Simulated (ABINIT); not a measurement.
Runs of ABINIT 10.8.3 (patched build) on PtSe2 (Sudovikovite). The structure is trigonal, space group P-3m1 (No. 164). Conventional cell: a = 3.724 Å, b = 3.724 Å, c = 5.062 Å, α = 90.00°, β = 90.00°, γ = 120.00°. Around Pt (site symmetry -3m) lie 6 Se at 2.49 Å. Se (site symmetry 3m) is surrounded by 3 Pt at 2.49 Å. 

```tsv
task	level	potentials or basis	cell	k mesh	cutoff (eV)	bands in the sums	broadening (eV)	scissor shift (eV)	tensor components	electron-positron correlation	gap on the mesh (eV)	pressure (GPa)	largest force (eV/Å)
optical spectrum	PBEsol	PseudoDojo NC SR PBEsol v0.4.1 standard	as given	8 × 8 × 6, shifted	1061	37	0.1	0	[11, 33]	-	-	(b)	(c)
optical spectrum	PBE	PseudoDojo NC SR PBE v0.4.1 standard	as given	8 × 8 × 6, shifted	1061	31	0.05	0	[11, 33]	-	-	6.7	0.56
positron lifetime	PBEsol	JTH PAW PBE v2.0	as given	6 × 6 × 4	408	-	-	-	-	Sterne-Kaiser GGA	none	2.9	0.45
single point	LDA	PseudoDojo NC SR LDA v0.4.1 standard	as given	6 × 6 × 4	1170	-	-	-	-	-	none	(d)	(a)
single point	LDA	PseudoDojo NC SR LDA v0.4 stringent	as given	6 × 6 × 4	1306	-	-	-	-	-	none	-2.4	0.17
single point	PBE	PseudoDojo NC SR PBE v0.4 stringent	as given	6 × 6 × 4	1415	-	-	-	-	-	none	7.1	0.56
relaxation of cell and atoms	LDA	PseudoDojo NC SR LDA v0.4.1 standard	relaxed	6 × 6 × 4	1170	-	-	-	-	-	none	0.0	-
single point	PBE	Ansatz PAW PBE default generated set, frozen core	as given	6 × 6 × 4	419	-	-	-	-	-	none	7.3	0.58
```

Alike in all rows: no spin polarisation; smearing fermi-dirac 0.05 eV.

Task: Estimate the missing entries.

Result: (a) 0.18; (b) 1.5; (c) 0.30; (d) -0.6.

Caveats: the intraband (Drude) term is left out (some runs); spectra need much finer meshes, so this one isn't converged (some runs); the PAW basis is incomplete for the positron (some runs); the PAW data sets were made with another functional, which shifts forces and pressure a little (some runs).

A k mesh can miss the band edges, and the runs leave out spin-orbit coupling on Pt, Se.

A gap of «none» marks a metal or a gap under the smearing width.

Not every run made on this cell is shown here.
